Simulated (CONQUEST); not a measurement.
PbS:

```
Pb S
1.0
     4.15991    0.00000    0.00000
     0.00000    4.27932    0.00000
     0.00000    0.00000   11.98259
Pb S
4 4
Direct
  0.00000 0.25000 0.13056
  0.50000 0.25000 0.63056
  0.00000 0.75000 0.86944
  0.50000 0.75000 0.36944
  0.00000 0.25000 0.35480
  0.50000 0.25000 0.85480
  0.00000 0.75000 0.64520
  0.50000 0.75000 0.14520
```

Measurements of this composition are mostly on another form, of space group No. 225.

Base run:

| Property | Result |
| --- | --- |
| Program | CONQUEST 1.3 |
| Functional | PBE |
| Potentials or basis | PseudoDojo NC PBE, DZP, grid cutoff 120 Ha |
| k mesh | 7 × 6 × 3 |
| Occupations | fermi-dirac, width 0.05 eV |
| Spin | no spin polarisation |

Its results: band gap on the k mesh 1.19 eV; pressure 2.0 GPa; largest force 0.263 eV/Å.

The run is repeated on the same cell with these changes: potentials or basis from PseudoDojo NC PBE, DZP, grid cutoff 120 Ha to PseudoDojo NC PBE, DZ, grid cutoff 120 Ha. What comes out?

Band gap on the k mesh 1.34 eV; pressure 4.0 GPa; largest force 0.893 eV/Å.

Caveats: spin-orbit coupling is left out, which as a rule narrows the gap of such compounds by several tenths of an eV; an odd mesh through Γ misses points on the zone boundary, where band edges often lie; this functional lacks dispersion, which binds the layers, so the pressure and a relaxed spacing across them are unreliable; the basis of atomic orbitals isn't converged, which shifts pressures, moduli and gaps; the atomic basis is small (some runs); the box holds several primitive cells, so bands are folded and the points are those of the box's own zone (some runs).
